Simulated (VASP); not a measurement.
## C: band structure with SCAN

C:

```xyz
2
Lattice="0.0000 1.7834 1.7834 1.7834 0.0000 1.7834 1.7834 1.7834 0.0000" Properties=species:S:1:pos:R:3 pbc="T T T"
C     2.6751    2.6751    2.6751
C     1.7834    1.7834    1.7834
```

This isn't the form of C at room conditions, which is graphite.

| Item | Value |
| --- | --- |
| Program | VASP 6.6.1 |
| Task | band structure |
| Functional | SCAN |
| Potentials or basis | VASP PAW PBE potentials, release 64 (C) |
| Cutoff | 520 eV |
| k mesh | 13 × 13 × 13 |
| Occupations | fermi-dirac, width 0.05 eV |
| Spin | no spin polarisation |
| Further INCAR settings | ALGO = Normal; EDIFF = 1e-06 |

| Quantity | Value |
| --- | --- |
| Pressure | -4.2 GPa |
| Band gap on the k mesh | 4.54 eV, indirect (least direct gap 6.13 eV) |
| Band gap along the path | 4.53 eV, indirect (least direct gap 6.13 eV) |

Levels at the corners of the path, in eV from the valence-band top:
```
point  band 2  band 3  band 4  band 5  band 6  band 7
    Γ    0.00    0.00    0.00    6.13    6.13    6.13
    X  -13.38   -6.52   -6.52    5.18    5.18   18.09
    X  -13.38   -6.52   -6.52    5.18    5.18   18.09
    W  -12.61   -8.56   -8.56   11.34   11.34   13.18
    W  -12.61   -8.56   -8.56   11.34   11.34   13.18
    K  -12.30   -9.58   -5.55    6.15   11.47   15.45
    K  -12.30   -9.58   -5.55    6.15   11.47   15.45
    Γ    0.00    0.00    0.00    6.13    6.13    6.13
    Γ    0.00    0.00    0.00    6.13    6.13    6.13
    L  -13.85   -2.90   -2.90    9.12    9.12    9.38
    L  -13.85   -2.90   -2.90    9.12    9.12    9.38
    U  -12.30   -9.58   -5.55    6.15   11.47   15.45
    U  -12.30   -9.58   -5.55    6.15   11.47   15.45
    W  -12.61   -8.56   -8.56   11.34   11.34   13.18
    W  -12.61   -8.56   -8.56   11.34   11.34   13.18
    L  -13.85   -2.90   -2.90    9.12    9.12    9.38
    L  -13.85   -2.90   -2.90    9.12    9.12    9.38
    K  -12.30   -9.58   -5.55    6.15   11.47   15.45
    U  -12.30   -9.58   -5.55    6.15   11.47   15.45
    X  -13.38   -6.52   -6.52    5.18    5.18   18.09
```

Run time: 74 s on 1 thread of Intel(R) Xeon(R) Platinum 8488C (Sapphire Rapids) (shared host), peak memory 0.12 GiB.

Caveat: the PAW data sets were made with another functional, which shifts forces and pressure a little. SCAN opens gaps a little over a GGA but as a rule still falls short of measured ones.
